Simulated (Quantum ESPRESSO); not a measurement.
**HgSe under changes of volume**

One of the cells (28.067 Å³/atom); the others are scaled copies at fixed shape and fractional positions:

```
Hg Se
1.0
     0.00000    3.03900    3.03900
     3.03900    0.00000    3.03900
     3.03900    3.03900    0.00000
Hg Se
1 1
Cartesian
  0.0000 0.0000 0.0000
  4.5585 4.5585 4.5585
```

- Program: Quantum ESPRESSO 7.5
- Functional: rev-vdW-DF2
- Potentials or basis: PseudoDojo 0.4.1 SR PBE standard
- Cutoff: 1170 eV
- Density cutoff: 4680 eV
- k mesh: 7 × 7 × 7
- Occupations: fermi-dirac, width 0.05 eV
- Spin: no spin polarisation

```csv
volume (Å³/atom),energy over the lowest point (meV/atom),pressure (GPa)
26.383,71.61,7.6
26.944,47.85,6.0
27.505,29.54,4.5
28.067,16.10,3.2
28.628,6.99,2.0
29.189,?,?
29.751,0.00,0.0
```

Question: What does the run at 29.189 Å³/atom give?

Answer: Energy over the lowest point 1.77 meV/atom; pressure 1.0 GPa.

Worked out: A Birch-Murnaghan fit of order 3 (a polynomial in V^(-2/3)) to the other rows has its minimum at 29.78 Å³/atom, just outside them, with B0 = V·E''(V) = 46 GPa and B' = 5.0. It gives 1.77 meV/atom at 29.189 Å³/atom, against the run's 1.77, and -dE/dV = 1.0 GPa, against 1.0.

Energies are extrapolated to zero smearing.

Caveats: the potentials were made for another functional, which shifts forces and pressure.
